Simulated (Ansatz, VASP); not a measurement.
**Cross-check of MoPO5 between VASP and Ansatz**

Aim: how closely do two programs agree when they are given the same cell, functional and k mesh? The cell is taken from a series of runs on this material, whose earlier steps may have relaxed, scaled, displaced or heated it; both programs get it as it stands.

Main program and level: Ansatz 0.2.0; plane waves, with VASP 6.6.1 beside it; relaxation of cell and atoms at r2SCAN.

## (1) The structure

The structure is tetragonal, space group P4/n (No. 85). The conventional cell has a = 6.206 Å, b = 6.206 Å, c = 4.214 Å, α = 90.00°, β = 90.00°, γ = 90.00°. Nearest to Mo lie 5 O at 1.68 to 1.98 Å. P has 4 O at 1.53 Å nearest. Nearest to O lie 1 P at 1.53 Å and 1 Mo at 1.98 Å. Nearest to O lie 1 Mo at 1.68 Å. Farther neighbours and most contacts between anions are not listed.

## (2) Ansatz: relaxation of cell and atoms, r2SCAN

Ansatz runs on its default PAW (the set named soft_2) files.

The relaxed volume is the usual yardstick between codes: in a stiff, nearly cubic crystal its relative difference is about their pressure difference at one cell divided by the bulk modulus.

input.yaml

```yaml
crystal:
  lattice:
    - [6.20613052, 0.0, 0.0]
    - [0.0, 6.20613052, 0.0]
    - [0.0, 0.0, 4.21419894]
  atoms:
    - { symbol: Mo, position: [0.0, 0.5, 0.80537264], spin: 1.0 }
    - { symbol: Mo, position: [0.5, 0.0, 0.19462736], spin: -1.0 }
    - { symbol: P, position: [0.5, 0.5, 0.5] }
    - { symbol: P, position: [0.0, 0.0, 0.5] }
    - { symbol: O, position: [0.69291318, 0.55586234, 0.70942399] }
    - { symbol: O, position: [0.05586234, 0.80708682, 0.70942399] }
    - { symbol: O, position: [0.94413766, 0.19291318, 0.70942399] }
    - { symbol: O, position: [0.30708682, 0.44413766, 0.70942399] }
    - { symbol: O, position: [0.5, 0.0, 0.79686134] }
    - { symbol: O, position: [0.0, 0.5, 0.20313866] }
    - { symbol: O, position: [0.19291318, 0.05586234, 0.29057601] }
    - { symbol: O, position: [0.55586234, 0.30708682, 0.29057601] }
    - { symbol: O, position: [0.44413766, 0.69291318, 0.29057601] }
    - { symbol: O, position: [0.80708682, 0.94413766, 0.29057601] }
kpoints:
  mp_grid: { grid: [4, 4, 6] }
hamiltonian:
  xc: r2scan
scf:
  occupations: { method: gaussian, width: 0.02 }
output:
  forces: true
  stress: true
  eigenvalues: true
  populations: true
magnetization:
  spin_polarized: true
relax:
  adjacent_minimum: "off"
  f_tol: 0.005
  max_steps: 60
  cell: { stress_tol: 0.03 }
```

Launch:

```
$ ansatz run input.yaml --threads 4 --pin off --max-ram 16384MiB --backend cpu --events-out ev --progress --plain --runs-dir out
```

Numbers of over 12 decimals in the logs are rounded to 6 here.

The program printed:

```text
Engine: ansatz 0.2.0, x86_64-unknown-linux-gnu
Pseudopotentials: kind: paw
Pseudopotential: Mo, paw, valence charge 14, recommended cutoff 500 eV (meta_gga), Mo.paw.azcp
Pseudopotential: P, paw, valence charge 5, recommended cutoff 500 eV (meta_gga), P.paw.azcp
Pseudopotential: O, paw, valence charge 6, recommended cutoff 500 eV (meta_gga), O.paw.azcp
Functional definition: r2SCAN
  parameter k0 = 0.174
  parameter k1 = 0.065
  parameter a1 = 4.9479
  exchange = r2scan_x(k0 = k0, k1 = k1, a1 = a1)
  correlation = r2scan_c
Crystal: 14 atoms, lattice volume = 162.314 Å³
Basis set: ecut = 500 eV, 4123 PW (Γ), exchange–correlation on 192×192×128 points (64 copies of the dense FFT grid, shifted against one another)
Bands: 64, of which v1, the nominal top of the filled ones, is band 49 counted from 1 (48 counted from 0)
Symmetry: 4 space group operations
Space group: P4 (ITA 75), of the structure as read, at distance tolerance 5.5e-5 Å
Magnetic group: BNS 85.62 (UNI 722), of the structure as read, at distance tolerance 5.5e-5 Å
k-points: 24 of 96 (time reversal used)
Non-local potential: Mo, projectors of the file, l = 0: 3, l = 1: 2, l = 2: 2, l = 3: 1
Non-local potential: P, projectors of the file, l = 0: 2, l = 1: 2, l = 2: 2
Non-local potential: O, projectors of the file, l = 0: 2, l = 1: 2, l = 2: 1
PAW form: soft (Blöchl's): semilocal exchange-correlation on the pseudo side does not see the compensation charge
PAW frozen core: Mo, regenerated for the run's functional (the file was generated under x = pbe(κ = 0.804, μ = 0.219515), c = pbe(β = 0.066725))
PAW frozen core: P, regenerated for the run's functional (the file was generated under x = pbe(κ = 0.804, μ = 0.219515), c = pbe(β = 0.066725))
PAW frozen core: O, regenerated for the run's functional (the file was generated under x = pbe(κ = 0.804, μ = 0.219515), c = pbe(β = 0.066725))
PAW one-centre angular grid: Mo, 590 points (default); XC on 160 Gauss nodes
PAW one-centre angular grid: P, 302 points (default); XC on 160 Gauss nodes
PAW one-centre angular grid: O, 302 points (default); XC on 160 Gauss nodes
Initial density: superposition of atomic densities (chi_scale 0.1, normalization cell, long waves kept (reshape's long-wave potential 0.01 eV rms))
Starting moments: Σ|m| = 2 μB on 2 of 14 sites
Starting magnetic order: antiferromagnet; an inversion exchanges its spin sublattices: spin-degenerate at every k-point
Initial wavefunctions: pseudopotential atomic-orbital guess
Functional: x = r2scan, c = r2scan; τ floored in thin density (d = 2e-4 eV/Å³)
SCF iter   1: F=—  HF=-17151.034366 eV  |F-HF|=—  |Δ(HF+E_count)|=         —  Δρ=7.25e-2 (↑7.25e-2 ↓7.25e-2)  dr2=3.27e1  dr2_τ=1.02e0  dr2_m=3.76e-1  M=0.000 μB ∫|m|=2.170 μB  β_m=0.30  ethr=3.10e-3  ⟨swp⟩=7.4  Hψ=13728  notcnv=0  defer=83
Mixer restart at iter 1: flushing history
preconditioner: auto → Resta (q_TF=auto, 2.508 Å⁻¹)  ε∞=3.8  [insulator: Δε(μ)=0.874 eV  Ē_g=15.854 eV  σ=0.020 eV  W_gap=1.00  n_scr=38 (ndim 8)  ℏωp=26.4 eV  f_vac=0.000  D(μ)=0.00/eV (n_scr^D=0)  ε∞_Penn≈3.8]
spin=Collinear: Resta preconditioning applied to the charge; magnetization (m = ρ↑ − ρ↓) channel mixes plain (no charge-response kernel on spin).
SCF iter   2: F=—  HF=-17145.600024 eV  |F-HF|=—  |Δ(HF+E_count)|=    5.43e0  Δρ=3.85e-2 (↑3.85e-2 ↓3.85e-2)  dr2=8.25e0  dr2_τ=1.37e-1  dr2_m=2.15e-1  M=0.000 μB ∫|m|=2.196 μB  β_m=0.30  ethr=3.10e-3  ⟨swp⟩=3.0  Hψ=6573  notcnv=0  defer=288  κ⁻¹=1.0e0(r=1)
SCF iter   3: F=—  HF=-17144.386284 eV  |F-HF|=—  |Δ(HF+E_count)|=    1.21e0  Δρ=1.97e-2 (↑1.97e-2 ↓1.97e-2)  dr2=8.91e-1  dr2_τ=2.99e-2  dr2_m=6.96e-2  M=0.000 μB ∫|m|=2.234 μB  β_m=0.30  ethr=3.10e-3  ⟨swp⟩=3.0  Hψ=6434  notcnv=0  defer=288  κ⁻¹=6.2e-2(r=2)
SCF iter   4: F=—  HF=-17144.469165 eV  |F-HF|=—  |Δ(HF+E_count)|=   8.29e-2  Δρ=1.24e-2 (↑1.24e-2 ↓1.24e-2)  dr2=3.19e-1  dr2_τ=1.18e-2  dr2_m=2.49e-2  M=0.000 μB ∫|m|=2.253 μB  β_m=0.30  ethr=9.10e-4  ⟨swp⟩=2.0  Hψ=4002  notcnv=0  defer=288  κ⁻¹=5.7e-3(r=3)
SCF iter   5: F=—  HF=-17144.585401 eV  |F-HF|=—  |Δ(HF+E_count)|=   1.16e-1  Δρ=2.15e-3 (↑2.15e-3 ↓2.15e-3)  dr2=2.44e-2  dr2_τ=5.02e-4  dr2_m=6.39e-4  M=0.000 μB ∫|m|=2.281 μB  β_m=0.30  ethr=3.25e-4  ⟨swp⟩=3.2  Hψ=6077  notcnv=0  defer=288  κ⁻¹=2.9e-4(r=4)
SCF iter   6: F=—  HF=-17144.592419 eV  |F-HF|=—  |Δ(HF+E_count)|=         —  Δρ=8.74e-4 (↑8.74e-4 ↓8.74e-4)  dr2=4.05e-3  dr2_τ=9.50e-5  dr2_m=7.88e-5  M=0.000 μB ∫|m|=2.291 μB  β_m=0.30  ethr=2.49e-5  ⟨swp⟩=3.5  Hψ=5919  notcnv=0  defer=288
Mixer restart at iter 6: flushing history
SCF iter   7: F=—  HF=-17144.592497 eV  |F-HF|=—  |Δ(HF+E_count)|=   7.85e-5  Δρ=6.34e-4 (↑6.34e-4 ↓6.34e-4)  dr2=1.91e-3  dr2_τ=5.11e-5  dr2_m=4.75e-5  M=0.000 μB ∫|m|=2.291 μB  β_m=0.30  ethr=4.13e-6  ⟨swp⟩=1.0  Hψ=3073  notcnv=0  defer=288  κ⁻¹=1.0e0(r=1)
[...]
SCF iter  12: F=-17144.601993 eV  HF=-17144.601993 eV  |F-HF|=1.09e-11  |Δ(HF+E_count)|=  5.46e-11  Δρ=4.03e-8 (↑4.03e-8 ↓4.03e-8)  dr2=1.41e-11  dr2_τ=2.35e-13  dr2_m=4.24e-14  M=0.000 μB ∫|m|=2.302 μB  ethr=1.00e-12  ⟨swp⟩=3.9  Hψ=10795  notcnv=0
SCF 8 converged in 12 iterations: F = -17144.601993 eV  dr2 = 1.41e-11
relax step   8: F+E_penalty+E_count = -17144.60199326 eV  Δ(F+E_penalty+E_count) = -1.451e-3 eV  max|allowed force component| = 3.340e-3 eV/Å  Δτ_max = 0.0000 Å  P = -0.004 GPa  Ω = 164.661 Å³  stress off target by 4.34e-3 GPa  SCF on the basis re-selected at this cell (its energy is not comparable with the rows above)  (12 SCF iters)
basis re-selected at this cell: Δ(F+E_penalty+E_count) = -1.451e-3 eV, ΔP = -0.007 GPa vs the last step (what re-selecting the basis moved, of the pressure what is left beyond the Pulay correction that the steps carried, after the strain that the cell walked since its last selection, with what the two solves' SCF thresholds leave and, on support functions, any second-order correction that the steps lacked; it is no m [...]
SCF converged after 12 iterations
Stability not checked: this state was not tested for a lower state beside it, because the mixer in use, unlike msr1, does not test its closes by its own steps (another_mixer; see scf.mixing.algorithm and scf.lower_state_search)
Magnetization: 0.0000 μB (49.0000 up, 49.0000 down)
Absolute magnetization: 2.3093 μB (∫|ρ↑−ρ↓|, with the PAW one-centre terms)
Spin contamination: 1.0016 ħ² per cell (⟨S²⟩ above its minimum at these occupations)
Per-site moments (μB) at R_I (Å): [(0.399070, 0.691602), (-0.399069, 0.691602), (-7.677686358304224e-9, 0.631602), (-7.67768635201928e-9, 0.631602), (0.019296, 0.631602), (0.019296, 0.631602), (0.019296, 0.631602), (0.019296, 0.631602), (0.060131, 0.691602), (-0.060132, 0.691602), (-0.019296, 0.631602), (-0.019296, 0.631602), (-0.019296, 0.631602), (-0.019296, 0.631602)]
Free energy (F): -17144.601993 eV
Harris-Foulkes:  -17144.601993 eV  (|F-HF|=1.09e-11)
Internal energy: -17144.601993 eV  (E = F + TS)
E sigma→0 (E₀):  -17144.601993 eV
Fermi energy:    8.359247 eV
--- Per-component energies (eV) ---
  E_band       = -729.055415
  E_kinetic    = 2805.812131
  E_local      = -6878.841400  (includes V_loc(G=0)·N_el)
  E_nonlocal   = 816.155445
  E_hartree    = 2397.848683
  E_xc         = -1207.144517
  E_vxc        = -1700.754785  (∫ρ·V_xc dr)
  E_paw        = -9188.185790  (= ΣΔE_a)
  E_vpaw       = -677.014724  (= ΣTr[D̂ρ^β])
  E_aug_tail   = 0.010400  (compensation charges beyond the density's cutoff)
  E_vtau       = 109.880131  (kinetic-family band-sum trace: ∫τ·v_τ [+ j·A + Jᵃ·Aᵃ] dr)
  E_ewald      = -5889.313444
  E_core_change = -0.943501  (= ΣΔE_core)
  E_smearing   = -0.000000  (= −TS)
  E_closure    = 0.000000  (closes the sum)
  Σ components = -17144.601993   (vs F -17144.601993, Δ=0.00e0)
--- Forces (eV/Å), atoms counted from 1 ---
  atom   1  Mo    -0.00000000    -0.00000000     0.00080355
  atom   2  Mo     0.00000000     0.00000000    -0.00076401
  atom   3  P     -0.00000000    -0.00000000    -0.00000074
  atom   4  P      0.00000000     0.00000000    -0.00000074
  atom   5  O     -0.00332810    -0.00034665     0.00027788
  atom   6  O     -0.00034665     0.00332810     0.00027788
  atom   7  O      0.00034665    -0.00332810     0.00027788
  atom   8  O      0.00332810     0.00034665     0.00027788
  atom   9  O     -0.00000000    -0.00000000     0.00019286
  atom  10  O      0.00000000     0.00000000    -0.00025957
  atom  11  O     -0.00334038    -0.00034622    -0.00027073
  atom  12  O     -0.00034622     0.00334038    -0.00027073
  atom  13  O      0.00034622    -0.00334038    -0.00027073
  atom  14  O      0.00334038     0.00034622    -0.00027073
  max |Σ_I F_I| component: 7.83e-8 eV/Å
--- Stress (GPa, compression-positive) ---
       -0.004344      -0.000010       0.000000
        0.000010      -0.004344       0.000000
        0.000000       0.000000      -0.002494
  P = ⅓ Tr σ = -0.0037 GPa (-0.037 kbar)
--- Band table (eV; the first three rows and the last of 48) ---
  k-point 0 ↑: bands = [... 45 lower, 4.7206, 4.7206, 5.2332, 7.5183, 9.4866, 9.5289, 9.5289, 9.9278, ... 11 higher]
  k-point 1 ↑: bands = [... 45 lower, 4.8227, 4.8499, 5.1989, 7.5122, 9.4925, 9.6060, 9.6303, 10.0182, ... 11 higher]
  k-point 2 ↑: bands = [... 45 lower, 5.0437, 5.0698, 5.1097, 7.5006, 9.5050, 9.8033, 9.8269, 10.2310, ... 11 higher]
  k-point 23 ↓: bands = [... 45 lower, 4.7068, 5.2000, 5.2681, 7.5929, 9.4824, 9.6034, 9.6034, 10.1248, ... 11 higher]
--- Relaxed structure (7 steps of the walk, 7 accepted, 1 SCFs on fresh bases) ---
  F+E_penalty+E_count = -17144.60199326 eV   max|allowed force component| = 3.340e-3 eV/Å   (the final SCF, on the basis selected at the relaxed cell)
  cell:  # Å, volume = 164.6614 Å³
    - [6.202001, 0, 0]
    - [0, 6.202001, 0]
    - [0, 0, 4.280831]
  atoms:
    - { symbol: Mo, position: [0, 0.5, 0.804557] }
    - { symbol: Mo, position: [0.5, 0, 0.195444] }
    - { symbol: P, position: [0.5, 0.5, 0.500000] }
    - { symbol: P, position: [0, 0, 0.500000] }
    - { symbol: O, position: [0.693234, 0.556464, 0.707043] }
    - { symbol: O, position: [0.056464, 0.806766, 0.707043] }
    - { symbol: O, position: [0.943536, 0.193234, 0.707043] }
    - { symbol: O, position: [0.306766, 0.443536, 0.707043] }
    - { symbol: O, position: [0.5, 0, 0.803788] }
    - { symbol: O, position: [0, 0.5, 0.196212] }
    - { symbol: O, position: [0.193234, 0.056464, 0.292957] }
    - { symbol: O, position: [0.556464, 0.306766, 0.292957] }
    - { symbol: O, position: [0.443536, 0.693234, 0.292957] }
    - { symbol: O, position: [0.806766, 0.943536, 0.292957] }
--- Löwdin populations: 14 sites ---
  site symbol       q [e]    m [muB]
     0     Mo     12.3074     0.8643
     1     Mo     12.3074    -0.8643
     2      P      2.7190    -0.0000
     3      P      2.7190    -0.0000
     4      O      6.7575     0.0297
     5      O      6.7575     0.0297
     6      O      6.7575     0.0297
     7      O      6.7575     0.0297
     8      O      6.4078     0.0799
     9      O      6.4078    -0.0799
    10      O      6.7575    -0.0297
    11      O      6.7575    -0.0297
    12      O      6.7575    -0.0297
    13      O      6.7575    -0.0297
  spilling = 0.010937 (of n_electrons = 98.000000)
```

Reading the cycles: dr2 is the Hartree energy of the density residual (eV), the measure of convergence; HF is the Harris–Foulkes estimate of the energy, which meets the free energy F at convergence.

(Continued in part 2 of 2.)

[Lines on the potential files, build, host, timing and source positions are cut from VASP's logs without a mark.]

[Logs are printed without paths, hosts, clocks, repeated set-up lines and the standing remarks that a program may print on its own settings, such as how far it seeks lower states.]

[Hosts, paths, dates, database ids (printed as entryN), source tags and the programs' standing remarks are cut or masked in the printed files.]
